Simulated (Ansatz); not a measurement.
## Random displacements in Al

These are results of Ansatz 0.2.0, DFT PBE+D3(BJ), scalar-relativistic, plane waves, PAW, not measurements. The runs took a 420 eV cutoff, a Γ-centred 14×14×14 mesh and Gaussian smearing (0.15 eV). No spin polarisation. Energies are free energies at this smearing, counted from the undisturbed cell; pressure is positive in compression.

Zero of the scan (relaxed at this level):

```
Al
1.0
    -3.98273    3.98273    0.00000
    -3.98273    0.00000    3.98273
     0.00000    3.98273    3.98273
Al
8
Cartesian
  0.0000 0.0000 0.0000
  -1.9914 1.9914 0.0000
  -1.9914 0.0000 1.9914
  0.0000 1.9914 1.9914
  -3.9827 1.9914 1.9914
  -1.9914 3.9827 1.9914
  -1.9914 1.9914 3.9827
  -3.9827 3.9827 3.9827
```

The atoms are displaced (Å, in the unstrained cell):

| atom | ux | uy | uz |
| --- | --- | --- | --- |
| Al1 | 0.017 | -0.003 | 0.005 |
| Al2 | -0.015 | 0.030 | -0.061 |
| Al3 | 0.030 | 0.027 | 0.018 |
| Al4 | 0.023 | -0.014 | -0.001 |
| Al5 | -0.003 | -0.033 | 0.026 |
| Al6 | -0.033 | -0.053 | -0.015 |
| Al7 | -0.051 | -0.001 | 0.021 |
| Al8 | 0.030 | 0.046 | 0.006 |

The cell is not strained.

(1) What are the energy change, the stress and the forces?

Answers

(1) ΔE = 5.6 meV/atom; stress (xx, yy, zz, yz, xz, xy; compression positive) (0.18, 0.14, 0.23, -0.02, -0.01, 0.04) GPa.
| atom | Fx (eV/Å) | Fy | Fz |
| --- | --- | --- | --- |
| Al1 | -0.29 | -0.09 | -0.04 |
| Al2 | 0.21 | -0.15 | 0.28 |
| Al3 | -0.02 | -0.02 | -0.18 |
| Al4 | -0.24 | 0.18 | -0.05 |
| Al5 | -0.09 | 0.09 | -0.16 |
| Al6 | 0.27 | 0.07 | 0.06 |
| Al7 | 0.33 | 0.09 | 0.00 |
| Al8 | -0.16 | -0.16 | 0.09 |

Cost: 1 run of about 6.9 core-minutes, on Intel Xeon Processor @ 2.70GHz (shared hosts).